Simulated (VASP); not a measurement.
# Ge: convergence, relaxation of the cell

Ge, P6_3/mmc (no. 194), 4 atoms in the cell. RPBE; PAW potentials Ge_d (PBE set). VASP 6.6.1. The cell is changed on purpose: volume scaled by 1.03.

Wanted: cell volume within 0.2 %; lattice lengths within 0.1 %; shortest distances from each atom, periodic images included within 0.005 Å.

What the run is for: cell; Accuracy asked: standard.

The series start from Plane-wave cutoff (eV): 460; k-point mesh: 5 × 5 × 3; Relaxation passes: 2; Ionic threshold (EDIFFG): -0.005; Electronic threshold (eV): 1e-6; Precision mode (PREC): Accurate; Relaxation algorithm: IBRION=2 POTIM=0.5. Each series keeps the choices made before it, and each single choice may use up half of a tolerance. Times cover all steps of a run.

## Plane-wave cutoff (eV)

| Plane-wave cutoff (eV) | Cell volume (Å³) | Lattice lengths, largest deviation against the largest value | Shortest distances from each atom, periodic images included, largest deviation (Å) | Time (s) |
|---|---|---|---|---|
| 310 | 97.41 | 0.44 % | 0.0117 | 62 |
| 360 | 98.46 | 0.093 % | 0.0024 | 49 |
| 400 | 98.13 | 0.21 % | 0.0053 | 76 |
| 460 | 98.24 | 0.17 % | 0.0043 | 86 |
| 540 | 98.68 | 0.027 % | 0.0006 | 142 |
| 650 (reference) | 98.73 | 0 % | 0.0000 | 129 |

Chosen: 540, the loosest value from which every tighter one stays within half of the tolerance.

## k-point mesh

| k-point mesh | Cell volume (Å³) | Lattice lengths, largest deviation against the largest value | Shortest distances from each atom, periodic images included, largest deviation (Å) | Time (s) |
|---|---|---|---|---|
| 3 × 3 × 2 | 102 | 1.6 % | 0.0482 | 105 |
| 4 × 4 × 2 | 99.74 | 0.7 % | 0.0206 | 113 |
| 5 × 5 × 3 | 98.68 | 0.22 % | 0.0068 | 142 |
| 6 × 6 × 4 | 98.34 | 0.097 % | 0.0025 | 148 |
| 8 × 8 × 4 (reference) | 98.14 | 0 % | 0.0000 | 246 |

Chosen: 8 × 8 × 4; the next looser run is off by more than half of the tolerance, so convergence isn't shown beyond this value.

## Relaxation passes

| Relaxation passes | Cell volume (Å³) | Lattice lengths, largest deviation against the largest value | Shortest distances from each atom, periodic images included, largest deviation (Å) | Time (s) |
|---|---|---|---|---|
| 1 | 98.14 | 0 % | 0.0000 | 187 |
| 2 | 98.14 | 0 % | 0.0000 | 246 |
| 3 (reference) | 98.14 | 0 % | 0.0000 | 232 |

Chosen: 1.

## Ionic threshold (EDIFFG)

| Ionic threshold (EDIFFG) | Cell volume (Å³) | Lattice lengths, largest deviation against the largest value | Shortest distances from each atom, periodic images included, largest deviation (Å) | Time (s) |
|---|---|---|---|---|
| -0.05 | 98.08 | 0.021 % | 0.0022 | 76 |
| -0.02 | 97.98 | 0.043 % | 0.0014 | 97 |
| -0.01 | 98.14 | 0.011 % | 0.0011 | 172 |
| -0.005 | 98.14 | 0.005 % | 0.0001 | 187 |
| -0.002 (reference) | 98.13 | 0 % | 0.0000 | 257 |

Chosen: -0.01.

## Electronic threshold (eV)

| Electronic threshold (eV) | Cell volume (Å³) | Lattice lengths, largest deviation against the largest value | Shortest distances from each atom, periodic images included, largest deviation (Å) | Time (s) |
|---|---|---|---|---|
| 0.0001 | 98.14 | 0.026 % | 0.0003 | 159 |
| 1e-5 | 98.02 | 0.032 % | 0.0009 | 170 |
| 1e-6 | 98.14 | 0.0099 % | 0.0010 | 172 |
| 1e-7 (reference) | 98.12 | 0 % | 0.0000 | 158 |

Chosen: 0.0001.

## Precision mode (PREC)

| Precision mode (PREC) | Cell volume (Å³) | Lattice lengths, largest deviation against the largest value | Shortest distances from each atom, periodic images included, largest deviation (Å) | Time (s) |
|---|---|---|---|---|
| Normal | 98.4 | 0.1 % | 0.0023 | 78 |
| Accurate (reference) | 98.14 | 0 % | 0.0000 | 159 |

Chosen: Accurate; the one before it in the list is off by more than half of the tolerance.

## Relaxation algorithm

| Relaxation algorithm | Cell volume (Å³) | Lattice lengths, largest deviation against the largest value | Shortest distances from each atom, periodic images included, largest deviation (Å) | Time (s) |
|---|---|---|---|---|
| IBRION=2 POTIM=0.5 | 98.14 | 0 % | 0.0000 | 159 |
| IBRION=2 POTIM=0.2 | 98.14 | 0.016 % | 0.0006 | 105 |
| IBRION=1 POTIM=0.5 | 98.16 | 0.015 % | 0.0008 | 244 |
| IBRION=1 POTIM=0.2 | 98.27 | 0.041 % | 0.0013 | 136 |

Chosen: IBRION=2 POTIM=0.2, the fastest of those that stay within half of the tolerance.

## All choices together

| Input | Cell volume (Å³) | Lattice lengths, largest deviation against the largest value | Shortest distances from each atom, periodic images included, largest deviation (Å) | Time (s) |
|---|---|---|---|---|
| the program's defaults (naive) | 98.32 | 0.99 % | 0.0076 | 12 |
| chosen settings | 98.14 | 0.029 % | 0.0008 | 105 |
| reference settings throughout | 98.17 | 0 % | 0.0000 | 395 |

The chosen settings stay within the tolerance of the reference run, but the reference itself isn't shown to be converged in: k-point mesh.

Values of the reference run: Lattice lengths: 4.098, 4.098, 6.751 Å.

## The input

INCAR.step1:
```
SYSTEM = Ge
GGA = RP
ISMEAR = 0
SIGMA = 0.03
LWAVE = .FALSE.
LCHARG = .FALSE.
NSW = 80
PREC = Accurate
LASPH = .TRUE.
LREAL = .FALSE.
ALGO = Normal
EDIFF = 1E-4
NELM = 120
GGA_COMPAT = .FALSE.
IBRION = 2
ISIF = 3
EDIFFG = -0.01
NELMIN = 4
ENCUT = 540
EFERMI = MIDGAP
KPAR = 2
POTIM = 0.2
```

INCAR.step2, as INCAR.step1 but for:
```
- NSW = 80
- IBRION = 2
- ISIF = 3
- EDIFFG = -0.01
- NELMIN = 4
- POTIM = 0.2
+ ISIF = 2
```

KPOINTS:
```
Automatic mesh
0
Gamma
  8 8 4
  0 0 0
```

POSCAR.step1:
```
Ge
1.0
    4.0371684752      0.0000000000      0.0000000000
   -2.0185842377      3.4962904589      0.0000000000
    0.0000000000      0.0000000000      6.6647225754
Ge
4
Direct
    0.3333333333      0.6666666667      0.9370987500
    0.6666666667      0.3333333333      0.4370987500
    0.3333333333      0.6666666667      0.5629012500
    0.6666666667      0.3333333333      0.0629012500
```

Commands (each step's output is kept before the next begins):
```
cat potpaw_PBE.64/Ge_d/POTCAR > POTCAR
cp INCAR.step1 INCAR
cp POSCAR.step1 POSCAR
mpirun -np 2 vasp_std > vasp.out
cp CONTCAR POSCAR
cp INCAR.step2 INCAR
mpirun -np 2 vasp_std > vasp.out
```

The chosen input took VASP 6.6.1 105 s on 2 cores (AMD EPYC 9R45 (Zen 5)), a shared host.

## An input that fails: too few ionic steps

It gives no converged result.

Changes against the starting input:
```
- NSW = 80
- NELM = 120
+ NSW = 2
+ NELM = 99
```
